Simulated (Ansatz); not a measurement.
Runs of Ansatz 0.2.0 on CuAu. It takes space group P4/mmm (No. 123, tetragonal). Conventional cell: a = 2.811 Å, b = 2.811 Å, c = 3.685 Å, α = 90.00°, β = 90.00°, γ = 90.00°. Au (site symmetry 4/mmm) is surrounded by 8 Cu at 2.71 Å and 4 Au at 2.81 Å. Cu (site symmetry 4/mmm) has 8 Au at 2.71 Å and 4 Cu at 2.81 Å as nearest neighbours. 

```csv
level,cutoff (eV),gap on the mesh (eV),pressure (GPa)
BLYP,420,none,14.1
RPBE,420,none,8.6
LDA,420,none,(a)
revPBE,420,none,7.4
PBE,420,none,4.2
HSE06,420,none,(b)
r2SCAN,500,none,-0.7
r2SCAN0,500,none,-0.7
```

Alike in all rows: task projected density of states; potentials or basis Ansatz PAW; no spin polarisation; cell as given; k mesh 5 × 5 × 4; smearing fermi-dirac 0.05 eV; the mesh is coarse, so values aren't converged.

Task: Estimate the missing entries.

Result: (a) -9.4; (b) 1.9.

Caveats: all runs use coarse meshes; the density of states is complete only up to the lowest level of the last band computed; the PAW data sets come from PBE, with cores solved anew for the run's functional, which leaves a small shift of forces and pressure (some runs); the thresholds are loose for stress (some runs).

A k mesh can miss the band edges, and the runs leave out spin-orbit coupling on Au.

A gap of «none» marks a metal or a gap under the smearing width.
